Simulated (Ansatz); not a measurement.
Input and command of a calculation in Ansatz (plane waves; scalar-relativistic PAW potentials unless the input names others):

```yaml
crystal:
  lattice:
    - [2.0106662, 0.0412416, 0.00614442]
    - [-0.96961683, 1.70325791, 0.0087396]
    - [0.010051, 0.02231073, 3.27104983]
  atoms:
    - { symbol: Zn, position: [0.3367851809, 0.6687367315, 0.020368229] }
    - { symbol: Zn, position: [0.6693831759, 0.3391703032, 0.4871756043] }
    - { symbol: S, position: [0.2998350907, 0.6410830328, 0.3753257502] }
    - { symbol: S, position: [0.6939965525, 0.3510099325, 0.8871304165] }
basis:
  ecutwfc: 420
kpoints:
  mp_grid: { grid: [12, 12, 6] }
hamiltonian:
  xc: pbe
scf:
  occupations: { method: gaussian, width: 0.05 }
  max_iter: 60
output:
  forces: true
  eigenvalues: true
  stress: true
```

```bash
ansatz run input.yaml --threads 2 --pin off --max-ram 5120MiB --backend cpu --events-out ev --progress --plain --runs-dir out
```

Abridged log:
```
Basis set: ecut = 420 eV, 229 PW (Γ), exchange–correlation on 30×30×48 points (8 copies of the dense FFT grid, shifted against one another)
Bands: 22, of which v1, the nominal top of the filled ones, is band 18 counted from 1 (17 counted from 0)
Symmetry: 1 space group operations
k-points: 436 of 864 (time reversal used)
SCF iter   1: F=—  HF=-9311.185352 eV  |F-HF|=—  |Δ(HF+E_count)|=         —  Δρ=7.99e0  dr2=4.19e3  ethr=1.77e-3  ⟨swp⟩=87.9  Hψ=514445  notcnv=134  defer=673
SCF iter   2: F=—  HF=-8958.080402 eV  |F-HF|=—  |Δ(HF+E_count)|=    3.53e2  Δρ=3.98e0  dr2=1.34e3  ethr=1.77e-3  ⟨swp⟩=33.1  Hψ=227091  notcnv=7  defer=1535
SCF iter   3: F=—  HF=-8164.822793 eV  |F-HF|=—  |Δ(HF+E_count)|=    7.93e2  Δρ=1.02e0  dr2=1.48e2  ethr=1.77e-3  ⟨swp⟩=25.8  Hψ=194429  notcnv=0  defer=1467
SCF iter   4: F=—  HF=-8126.085984 eV  |F-HF|=—  |Δ(HF+E_count)|=    3.87e1  Δρ=4.25e-1  dr2=1.38e1  ethr=1.77e-3  ⟨swp⟩=18.7  Hψ=110460  notcnv=0  defer=1545
SCF iter   5: F=—  HF=-8122.347420 eV  |F-HF|=—  |Δ(HF+E_count)|=    3.74e0  Δρ=1.76e-1  dr2=1.05e0  ethr=1.77e-3  ⟨swp⟩=15.1  Hψ=68709  notcnv=0  defer=1340
SCF iter   6: F=—  HF=-8122.519258 eV  |F-HF|=—  |Δ(HF+E_count)|=   1.72e-1  Δρ=2.78e-2  dr2=6.40e-2  ethr=1.77e-3  ⟨swp⟩=13.4  Hψ=47361  notcnv=0  defer=1162
SCF iter   7: F=—  HF=-8122.483687 eV  |F-HF|=—  |Δ(HF+E_count)|=   3.56e-2  Δρ=1.56e-2  dr2=2.74e-2  ethr=1.78e-4  ⟨swp⟩=13.3  Hψ=52185  notcnv=0  defer=670
SCF iter   8: F=—  HF=-8122.476793 eV  |F-HF|=—  |Δ(HF+E_count)|=   6.89e-3  Δρ=5.67e-3  dr2=3.30e-3  ethr=7.62e-5  ⟨swp⟩=10.7  Hψ=37001  notcnv=0  defer=456
SCF iter   9: F=—  HF=-8122.476598 eV  |F-HF|=—  |Δ(HF+E_count)|=   1.95e-4  Δρ=1.24e-3  dr2=6.20e-5  ethr=9.18e-6  ⟨swp⟩=7.4  Hψ=39689  notcnv=0  defer=157
SCF iter  10: F=—  HF=-8122.476795 eV  |F-HF|=—  |Δ(HF+E_count)|=   1.97e-4  Δρ=2.14e-4  dr2=6.77e-6  ethr=1.72e-7  ⟨swp⟩=8.2  Hψ=50337  notcnv=0  defer=107
SCF iter  11: F=—  HF=-8122.476799 eV  |F-HF|=—  |Δ(HF+E_count)|=   3.91e-6  Δρ=5.46e-5  dr2=3.41e-7  ethr=1.88e-8  ⟨swp⟩=6.4  Hψ=37079  notcnv=0  defer=87
SCF iter  12: F=-8122.476800 eV  HF=-8122.476800 eV  |F-HF|=3.82e-8  |Δ(HF+E_count)|=   6.04e-7  Δρ=1.59e-5  dr2=4.13e-8  ethr=2.78e-10  ⟨swp⟩=66.2  Hψ=341333  notcnv=0
SCF 1 converged in 12 iterations: F = -8122.476800 eV  dr2 = 4.13e-8
  Residual-converged pass: ⟨swp⟩=1.1  Hψ=11522  notcnv=0  max |occ|·‖R‖ = 4.7e-6 eV (tolerance 6.7e-6 eV) dr2=4.13e-8  dr2_onsite=5.75e-9  max |Δocc| = 6.5e-8
SCF converged after 12 iterations
Free energy (F): -8122.476800 eV
Harris-Foulkes:  -8122.476800 eV  (|F-HF|=3.82e-8)
Internal energy: -8122.476043 eV  (E = F + TS)
E sigma→0 (E₀):  -8122.476422 eV
Entropy (-TS):   -0.000756 eV (-0.189 meV/atom)
Fermi energy:    70.912613 eV
--- Forces (eV/Å), atoms counted from 1 ---
  atom   1  Zn     0.91825560     8.08860797   -33.52096365
  atom   2  Zn    -7.49920703   -20.98409937    46.49993481
  atom   3  S      0.99550498    14.63552558    29.19707994
  atom   4  S      5.58543077    -1.74005508   -42.17599261
--- Stress (GPa, compression-positive) ---
     7965.001544     293.295757     -61.492474
      293.295743    7164.118252     -88.069604
      -61.492542     -88.069799    7644.544632
  P = ⅓ Tr σ = 7591.2215 GPa (75912.215 kbar)
```

Question: The run was meant for a cell not far from equilibrium. What should be changed?

Answer: The fault is a lattice far too small (lattice vectors times 0.529). Setting it back cures it. The run converged all the same, with an energy at zero smearing 80.7 eV/atom above the reference's, pressure 7591.22 GPa, largest force 51.564 eV/Å, no gap on the mesh, so convergence alone doesn't show that an input is right. A reference run of the cell with lattice vectors 3.7996 0.0779 0.0116; -1.8323 3.2187 0.0165; 0.0190 0.0422 6.1814 Å and the atoms in their places converged with pressure 5.14 GPa, largest force 1.294 eV/Å, gap on the mesh 2.06 eV.

Time: 27 s on 2 threads of Intel(R) Xeon(R) 6975P-C (Granite Rapids), on a shared host, peak memory 0.47 GiB.